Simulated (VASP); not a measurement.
# HF in VASP: notebook

Runs on HF. Level: PBEsol. Tasks: single point, molecular dynamics.

Everything below comes from runs of VASP 6.6.1. Logs are shortened: lines on timing, memory, paths and dates and some standing lists are left out, and cuts for length are marked.

## Step 1: The structure

The cell holds a amorphous, 12 atoms: a = 5.887 Å, b = 5.887 Å, c = 5.887 Å, α = 90.00°, β = 90.00°, γ = 90.00°.

The cell was built by a generator and needn't be a form met in nature.

## Step 2: Single point, PBEsol

File INCAR:

```
PREC     = Accurate       # precision mode
ENCUT    = 520            # plane-wave cutoff, eV
EDIFF    = 1E-6           # SCF threshold, eV
ISMEAR   = -1             # smearing method
SIGMA    = 0.02           # smearing width, eV
LREAL    = False          # projectors in reciprocal space
LASPH    = True           # aspherical terms in the spheres
NELM     = 80             # most SCF steps
ALGO     = Fast           # electronic algorithm
ISIF     = 2              # what is computed and relaxed
LWAVE    = False          # write WAVECAR
LCHARG   = True           # write CHGCAR
GGA      = PS             # functional
LELF     = True           # ELF
LVHAR    = True         
NBANDS   = 36             # bands
```

File KPOINTS:

```
regular mesh
0
Gamma
  1 1 1
```

File POSCAR:

```
HF
1.0
    5.8867650000      0.0000000000      0.0000000000
    0.0000000000      5.8867650000      0.0000000000
    0.0000000000      0.0000000000      5.8867650000
F H
6 6
Direct
    0.0899984966     -0.1909877496      0.8296916897
    0.4634973538      0.3212630367      0.9018875393
    0.0257017224      0.2544351609      0.5915642972
    0.2311116547      0.4463741970      0.2511736072
    0.7940014592      0.2240959169      0.2026240219
    0.4019185410      0.9060833922      0.3629837440
   -0.0257696715     -0.1256037909      0.7659215206
    0.5386489863      0.3669587626      1.0497956008
    0.1181973461      0.3775248375      0.5785520570
    0.1901553740      0.5894578771      0.2052740342
    0.7447384090      0.1604446585      0.3745180927
    0.2942872698      0.9246504659      0.2670397069
```

Potentials or basis: VASP PAW PBE potentials, release 64 (F, H).

Run with:

```
> cat potpaw_PBE.64/F/POTCAR potpaw_PBE.64/H/POTCAR > POTCAR
> mpirun -np 1 vasp_gam > vasp.out
```

OUTCAR:

```text
PREC = Accurate
   ENCUT = 520
   EDIFF = 1E-6
   ISMEAR = -1
   LREAL = False
   LASPH = True
   NELM = 80
   ISIF = 2
   GGA = PS

 ion  position               nearest neighbor table
   1  0.090  0.809  0.830-   7 0.87
   2  0.463  0.321  0.902-   8 1.01
   3  0.026  0.254  0.592-   9 0.91
   4  0.231  0.446  0.251-  10 0.92
   5  0.794  0.224  0.203-  11 1.12
   6  0.402  0.906  0.363-  12 0.86
   7  0.974  0.874  0.766-   1 0.87
   8  0.539  0.367  0.050-   2 1.01
   9  0.118  0.378  0.579-   3 0.91
  10  0.190  0.589  0.205-   4 0.92
  11  0.745  0.160  0.375-   5 1.12
  12  0.294  0.925  0.267-   6 0.86

  LATTYP: Found a simple cubic cell.
 ALAT       =     5.8867650000

  Lattice vectors:

 A1 = (   5.8867650000,   0.0000000000,   0.0000000000)
 A2 = (   0.0000000000,   5.8867650000,   0.0000000000)
 A3 = (   0.0000000000,   0.0000000000,   5.8867650000)

Analysis of symmetry for initial positions (statically):
=====================================================================
 Subroutine PRICEL returns:
 Original cell was already a primitive cell.

 Routine SETGRP: Setting up the symmetry group for a
 simple cubic supercell.

 Subroutine GETGRP returns: Found  1 space group operations
 (whereof  1 operations were pure point group operations)
 out of a pool of 48 trial point group operations.

The static configuration has the point symmetry C_1 .

Analysis of symmetry for dynamics (positions and initial velocities):
=====================================================================
 Subroutine PRICEL returns:
 Original cell was already a primitive cell.

 Routine SETGRP: Setting up the symmetry group for a
 simple cubic supercell.

 Subroutine GETGRP returns: Found  1 space group operations
 (whereof  1 operations were pure point group operations)
 out of a pool of 48 trial point group operations.

The dynamic configuration has the point symmetry C_1 .

 Subroutine INISYM returns: Found  1 space group operations
 (whereof  1 operations are pure point group operations),
 and found     1 'primitive' translations

----------------------------------------------------------------------------------------

                                     Primitive cell

  volume of cell :     204.0000

  direct lattice vectors                    reciprocal lattice vectors
[... 95 lines left out ...]
   NUPDOWN=      -1.0000    fix difference up-down
   EMIN   =  10.00;   EMAX   =-10.00  energy-range for DOS
   EFERMI =   0.00;   METHOD = LEGACY
   ISMEAR =    -1;   SIGMA  =   0.02  broadening in eV -4-tet -1-fermi 0-gaus
   EFERMI_NEDOS =   21; number of points for ismear=-14 and -15
   IALGO  =     68    algorithm
   IMIX   =      4    mixing-type and parameters
     AMIX     =   0.40;   BMIX     =  1.00
     AMIX_MAG =   1.60;   BMIX_MAG =  1.00
  volume/ion in A,a.u.               =      17.00       114.72
  Fermi-wavevector in a.u.,A,eV,Ry     =   1.010676  1.909900 13.897884  1.021466
  Thomas-Fermi vector in A             =   2.143679
   LORBIT       =      0    0 simple, 1 ext, 2 COOP (PROOUT), +10 PAW based schemes
   GGA     = PS    functional components
   LHFCALC =     F    Hartree Fock is set to
   AEXX    =    0.0000 exact exchange contribution
   IVDW    =     0    specifies the selected vdW correction
   LEPSILON=     F    determine dielectric tensor
   LRPA    =     F    only Hartree local field effects (RPA)
 non-spin polarized calculation
 RMM-DIIS sequential band-by-band and
  energy-cutoff  :      520.00
  volume of cell :      204.00
 maximum number of plane-waves:      2725
 NGX is ok and might be reduce to    42
   NGX = 21   NGY = 21   NGZ = 21

 number of electron      48.0000016 magnetization

 Free energy of the ion-electron system (eV)
  ---------------------------------------------------
  ext. energy  EPLUGINS =         0.00000000
  ---------------------------------------------------
  free energy    TOTEN  =       -47.17881324 eV

  energy without entropy =      -47.17881324  energy(sigma->0) =      -47.17881324

 E-fermi :  -5.6379     XC(G=0):  -5.5479

 val. band max:       -6.1529485181   @ k =   0.0000   0.0000   0.0000
 cond. band min:      -0.6504418769   @ k =   0.0000   0.0000   0.0000
 fundamental gap:      5.5025066412
 Fermi energy:        -5.6378974295

 k-point     1 :       0.0000    0.0000    0.0000
  band No.  band energies     occupation
      1     -28.8527      2.00000
      2     -28.4982      2.00000
      3     -28.2653      2.00000
      4     -27.7868      2.00000
      5     -26.6279      2.00000
      6     -26.1900      2.00000
[... 28 lines left out ...]
     35       7.4361      0.00000
     36       8.0804      0.00000

------------------------ aborting loop because EDIFF is reached ----------------------------------------

  FORCE on cell =-STRESS in cart. coord.  units (eV):
  Direction    XX          YY          ZZ          XY          YZ          ZX
  --------------------------------------------------------------------------------------
  -------------------------------------------------------------------------------------
  Total        5.6215906      2.5236616     -2.6841645     -2.4357022     -1.1275417      4.2969754
  in kB       44.1509139     19.8203634    -21.0809224    -19.1295467     -8.8555005     33.7476353
  external PRESSURE =      14.2967850 kB  Pullay stress =       0.0000000 kB

 VOLUME and BASIS-vectors are now :
 -----------------------------------------------------------------------------
  energy-cutoff  :      520.00
  volume of cell :      204.00
      direct lattice vectors                 reciprocal lattice vectors
     5.886765000  0.000000000  0.000000000     0.169872587  0.000000000  0.000000000
     0.000000000  5.886765000  0.000000000     0.000000000  0.169872587  0.000000000
     0.000000000  0.000000000  5.886765000     0.000000000  0.000000000  0.169872587

 POSITION                                       TOTAL-FORCE (eV/Angst)
 -----------------------------------------------------------------------------------
      0.52980      4.76247      4.88420         4.271449     -2.662737      2.472300
      2.72850      1.89120      5.30920         1.199795      0.804467      1.926430
      0.15130      1.49780      3.48240        -1.557636     -1.941081      0.533233
      1.36050      2.62770      1.47860         0.416426     -1.096043      0.780157
      4.67410      1.31920      1.19280        -1.629909     -1.644316      4.326592
      2.36600      5.33390      2.13680         4.991549     -1.042844      4.440838
      5.73506      5.14736      4.50880        -4.189266      2.661538     -2.229569
      3.17090      2.16020      0.29313        -0.981855     -1.072642     -2.254901
      0.69580      2.22240      3.40580         1.384161      1.588024     -0.330689
      1.11940      3.47000      1.20840        -0.402046      1.164768     -0.675164
      4.38410      0.94450      2.20470         1.385664      1.853073     -4.453329
      1.73240      5.44320      1.57200        -4.888331      1.387793     -4.535897
 -----------------------------------------------------------------------------------
    total drift:                               -0.000713      0.000511     -0.000268

  FREE ENERGIE OF THE ION-ELECTRON SYSTEM (eV)
  ---------------------------------------------------
  free  energy   TOTEN  =       -47.1788132368 eV

  energy  without entropy=      -47.1788132368  energy(sigma->0) =      -47.17881324
```

Wall time 16 s (1 thread of Intel Xeon Platinum 8375C at 2.90GHz (Ice Lake), shared host); peak memory 0.29 GiB.

What came out:

| Quantity | Value |
| --- | --- |
| Free energy | -47.1788 eV |
| Pressure | 1.4 GPa |
| Largest force | 6.811 eV/Å |
| Band gap on the k mesh | 5.50 eV, direct |

Forces on the atoms (eV/Å):
```
F    4.271 -2.663  2.472
F    1.200  0.804  1.926
F   -1.558 -1.941  0.533
F    0.416 -1.096  0.780
F   -1.630 -1.644  4.327
F    4.992 -1.043  4.441
H   -4.189  2.662 -2.230
H   -0.982 -1.073 -2.255
H    1.384  1.588 -0.331
H   -0.402  1.165 -0.675
H    1.386  1.853 -4.453
H   -4.888  1.388 -4.536
```

Stress tensor (GPa, compression positive):
```
 4.42 -1.91  3.37
-1.91  1.98 -0.89
 3.37 -0.89 -2.11
```

Levels at points of the mesh, in eV from the valence-band top:
| k point | band 22 | band 23 | band 24 | band 25 | band 26 | band 27 |
| --- | --- | --- | --- | --- | --- | --- |
| (0.00, 0.00, 0.00) | -0.65 | -0.18 | 0.00 | 5.50 | 8.03 | 9.38 |

Caveat: the PAW data sets were made with another functional, which shifts forces and pressure a little.

## Step 3: Single point, PBEsol

File INCAR:

```
ALGO = Normal
EDIFF = 1E-6
ENCUT = 520
GGA = PS
ISIF = 2
ISMEAR = -1
LASPH = True
LCHARG = False
LREAL = False
LWAVE = False
NBANDS = 36
NELM = 80
PREC = Accurate
SIGMA = 0.02
```

File KPOINTS:

```
k-points
0
Gamma
  1 1 1
```

File POSCAR:

```
HF
1.0
    5.8867650000      0.0000000000      0.0000000000
    0.0000000000      5.8867650000      0.0000000000
    0.0000000000      0.0000000000      5.8867650000
F H
6 6
Direct
    0.0163077684     -0.2646105289      0.8999340045
    0.4274164163      0.3644276610      0.8256487222
    0.0612900294      0.2808163737      0.6704871011
    0.2726115277      0.4057066997      0.2207834014
    0.8134518704      0.1692100840      0.2433424810
    0.3458605873      0.9214058995      0.3745860417
   -0.1081748634     -0.3287204432      0.8529472469
    0.4460174646      0.3748408506      0.9862122915
    0.1371891013      0.4258875630      0.6145820327
    0.1154454102      0.4345170905      0.1852630435
    0.6963247216      0.0862612997      0.2762977629
    0.2298376103      0.9248203385      0.4871945797
```

Potentials or basis: VASP PAW PBE potentials, release 64 (F, H).

Run with:

```
> cat potpaw_PBE.64/F/POTCAR potpaw_PBE.64/H/POTCAR > POTCAR
> mpirun -np 1 vasp_gam > vasp.out
```

Run time: 14 s. Hardware: 1 thread of Intel Xeon Platinum 8375C at 2.90GHz (Ice Lake), shared host; peak memory 0.3 GiB.

The run converged. Its results:

```yaml
Free_energy: -47.8163 eV
Pressure: 1.3 GPa
Largest_force: 5.784 eV/Å
Band_gap_on_the_k_mesh: 5.58 eV, direct
```

Forces on the atoms (eV/Å):
```
F    4.486  2.195  1.673
F    1.002  0.222  0.113
F    0.598  2.520 -1.314
F   -0.890  0.329  0.233
F    4.461  3.198 -1.382
F   -0.228 -0.174  0.355
H   -4.617 -2.359 -1.717
H   -0.504  0.000 -0.158
H   -0.979 -2.860  1.163
H    0.915 -0.307 -0.088
H   -4.654 -3.142  1.388
H    0.410  0.379 -0.265
```

Stress tensor (GPa, compression positive):
```
 4.02  2.35  1.21
 2.35 -0.42  0.95
 1.21  0.95  0.40
```

Levels at points of the mesh, in eV from the valence-band top:
```csv
k point,band 22,band 23,band 24,band 25,band 26,band 27
"(0.00, 0.00, 0.00)",-0.74,-0.65,0.00,5.58,8.76,9.12
```

Caveat: the PAW data sets were made with another functional, which shifts forces and pressure a little. As with any semilocal functional, this PBEsol gap is likely too small.

## Step 4: Molecular dynamics, PBEsol

File INCAR:

```
ALGO = Normal ; EDIFF = 1E-5
ENCUT = 520 ; GGA = PS
IBRION = 0 ; ISIF = 2
ISMEAR = -1 ; ISYM = 0
LANGEVIN_GAMMA = 20 20 ; LASPH = True
LCHARG = False ; LREAL = False
LWAVE = False ; MDALGO = 3
NELM = 60 ; NELMIN = 4
NSW = 40 ; POTIM = 0.5
PREC = Accurate ; RANDOM_SEED = 403782 0 0
SIGMA = 0.02 ; TEBEG = 1500.0
TEEND = 1500.0
```

KPOINTS is that of step 3.

File POSCAR:

```
HF
1.0
    5.8867650000      0.0000000000      0.0000000000
    0.0000000000      5.8867650000      0.0000000000
    0.0000000000      0.0000000000      5.8867650000
F H
6 6
Direct
    0.1039838600     -0.0871441300      0.8154153600
    0.4030070000      0.2312553400      1.0536893000
   -0.0107646500      0.2737591900      0.6095220200
    0.2266166200      0.4745146100      0.3325768400
    0.7888677200      0.1994579200      0.1693534800
    0.5877644800      0.8808696000      0.3488467000
    0.0686211900      0.0536372000      0.7413469500
    0.5705592800      0.2410753300      1.0815750800
    0.0868062400      0.3557831900      0.5013899000
    0.2952314600      0.3759759900      0.2151210800
    0.7453858600      0.0682509000      0.2627156800
    0.4528667500      0.8941274500      0.2623864100
```

Run with:

```
> cat potpaw_PBE.64/F/POTCAR potpaw_PBE.64/H/POTCAR > POTCAR
> mpirun -np 1 vasp_gam > vasp.out
```

It took 3.8 min on 1 thread of Intel Xeon Platinum 8375C at 2.90GHz (Ice Lake), shared host; peak memory 0.32 GiB.

The path:
```csv
step,potential energy change (eV),largest force (eV/Å),pressure (GPa),volume (Å³),temperature (K)
1,0.0000,0.2945,0.06,204.00,1596
2,0.0723,2.3596,0.79,204.00,1566
3,0.2591,4.8523,1.53,204.00,1492
4,0.4735,6.9456,2.07,204.00,1362
5,0.5829,7.4043,2.10,204.00,1275
6,0.5590,5.8352,1.61,204.00,1235
7,0.4789,3.4064,0.88,204.00,1305
8,0.4276,2.8107,0.09,204.00,1350
9,0.4375,2.7250,-0.71,204.00,1306
10,0.5110,2.5534,-1.35,204.00,1206
11,0.6102,3.1852,-1.81,204.00,1090
12,0.7191,3.6636,-2.13,204.00,986
13,0.8138,3.8826,-2.28,204.00,915
14,0.8651,3.8639,-2.21,204.00,878
15,0.8677,3.5852,-1.91,204.00,848
16,0.8500,3.0448,-1.39,204.00,863
17,0.8324,2.2746,-0.64,204.00,890
18,0.8554,3.2487,0.31,204.00,852
19,0.9029,3.3769,1.31,204.00,834
20,1.0056,4.7326,2.30,204.00,757
21,1.1137,7.0308,2.92,204.00,602
22,1.1259,7.4206,3.07,204.00,579
23,1.0402,5.8981,2.78,204.00,691
24,0.9494,3.3086,2.23,204.00,789
25,0.9164,2.9764,1.51,204.00,803
26,0.9297,3.0859,0.73,204.00,768
27,0.9876,3.2337,-0.09,204.00,722
28,1.0795,3.3257,-0.77,204.00,710
29,1.1408,3.6814,-1.41,204.00,678
30,1.1521,3.8135,-1.90,204.00,638
31,1.1098,3.6654,-2.12,204.00,668
32,1.0313,3.2872,-2.20,204.00,693
33,0.9229,2.6837,-2.11,204.00,716
34,0.8109,2.2235,-1.79,204.00,755
35,0.7280,2.1700,-1.30,204.00,761
36,0.6854,2.0253,-0.62,204.00,748
37,0.6867,2.4694,0.06,204.00,738
38,0.7169,3.7417,0.69,204.00,748
39,0.7065,4.0261,1.19,204.00,778
40,0.6611,3.4673,1.41,204.00,824
```

Caveat: the PAW data sets were made with another functional, which shifts forces and pressure a little.
